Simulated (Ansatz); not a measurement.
**SiO2: hydrostatic pressure series**

All numbers below come from DFT r2SCAN, scalar-relativistic, plane waves, PAW (Ansatz 0.2.0). (500 eV cutoff, 6×6×6 k-mesh, Gaussian smearing of 0.02 eV, no spin polarisation)

The relaxed crystal:

```yaml
crystal:
  lattice:
    - [-4.46937, 4.46937, 2.61574]
    - [4.46937, -4.46937, 2.61574]
    - [4.46937, 4.46937, -2.61574]
  atoms:
    - { symbol: Si, position: [0.17696, 0.17696, 0.35393] }
    - { symbol: Si, position: [0.82304, 0.17696, 0.00000] }
    - { symbol: Si, position: [0.17696, 0.82304, 0.00000] }
    - { symbol: Si, position: [0.82304, 0.82304, 0.64607] }
    - { symbol: O, position: [0.50000, 0.50000, 0.50000] }
    - { symbol: O, position: [0.00000, 0.50000, 0.00000] }
    - { symbol: O, position: [0.50000, 0.00000, 0.00000] }
    - { symbol: O, position: [0.00000, 0.00000, 0.50000] }
    - { symbol: O, position: [0.00000, 0.20884, 0.20884] }
    - { symbol: O, position: [0.79116, 0.00000, 0.79116] }
    - { symbol: O, position: [0.20884, 0.00000, 0.20884] }
    - { symbol: O, position: [0.00000, 0.79116, 0.79116] }
```

Cell and atoms are relaxed at each pressure within the symmetry of the start, at zero temperature, so transitions that lower the symmetry aren't seen. The k-mesh given is that at zero pressure and may differ at others. a, b and c are the lengths of the cell vectors above. Gaps are generalised Kohn–Sham gaps over the whole zone.

```
P (GPa) V (Å³/atom) V/V0  a (Å) b (Å) c (Å)
     -1        17.54  1.007  6.859  6.859  6.859
      0        17.42  1.000  6.841  6.841  6.841
      1        17.29  0.993  6.822  6.822  6.822
      4        16.94  0.973  6.769  6.769  6.769
     12        16.11  0.925  6.634  6.634  6.634
     25        14.92  0.857  6.409  6.409  6.409
```

Question: What bulk modulus and pressure derivative fit these points?

Answer: A third-order Birch–Murnaghan fit gives B0 = 142 GPa and B0' = 2.0.

Question: What does pressure do to the gap?

Answer: The gaps are 6.06 eV at -1 GPa, 6.08 eV at 0 GPa, 6.09 eV at 1 GPa, 6.10 eV at 4 GPa, 6.06 eV at 12 GPa, 5.77 eV at 25 GPa.

This form isn't the usual stable structure of the compound.